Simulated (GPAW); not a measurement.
A run of GPAW 26.7.0:

File run.py:

```python
from ase.calculators.mixing import SumCalculator
from ase.filters import FrechetCellFilter
from ase.io import read, write
from ase.optimize import LBFGS
from dftd3.ase import DFTD3
from gpaw import GPAW, PW, setup_paths

setup_paths.insert(0, '.')

atoms = read('GaN.xyz')

calc = GPAW(mode=PW(800),
            xc='PBEsol',
            kpts={'size': (7, 7, 4), 'gamma': True},
            occupations={'name': 'fermi-dirac', 'width': 0.05},
            nbands=18,
            convergence={'density': 1e-05, 'energy': 1e-05},
            maxiter=150,
            txt='gpaw.txt')
atoms.calc = SumCalculator([calc, DFTD3(method='pbesol', damping='d3zero')])
opt = LBFGS(FrechetCellFilter(atoms), trajectory='relax.traj', logfile='-')
done = opt.run(fmax=0.02, steps=40)
calc.write('gs.gpw')
write('result.traj', atoms)
print('Converged:', done)
print('Cell:', atoms.cell.cellpar().round(4))
print('Volume:', round(atoms.get_volume(), 4))
print(atoms.get_scaled_positions().round(5))
```

Contents of GaN.xyz:

```xyz
4
Lattice="3.1800000000 0.0000000000 0.0000000000 -1.5900000000 2.7539607840 0.0000000000 0.0000000000 0.0000000000 5.1660000000" Properties=species:S:1:pos:R:3 pbc="T T T"
Ga     1.5900000002      0.9179869279      2.5830000000
Ga    -0.0000000002      1.8359738561      0.0000000000
N      1.5900000002      0.9179869279      4.5202500000
N     -0.0000000002      1.8359738561      1.9372500000
```

Potentials or basis: PAW data sets generated in the run's folder for this functional, pw.

Run with:

```sh
$ gpaw-setup -f PBEsol Ga N
$ OMP_NUM_THREADS=1 python run.py
```

Hardware: 1 thread of Arm Neoverse V1, on a shared host.

How long does it take, and how much memory?

Run time: 110 s on 1 thread of Arm Neoverse V1, with other jobs on the host, peak memory 0.25 GiB. Counts: scf iterations 49, plane waves 2352, bands 18, k points 28, ion steps 6.
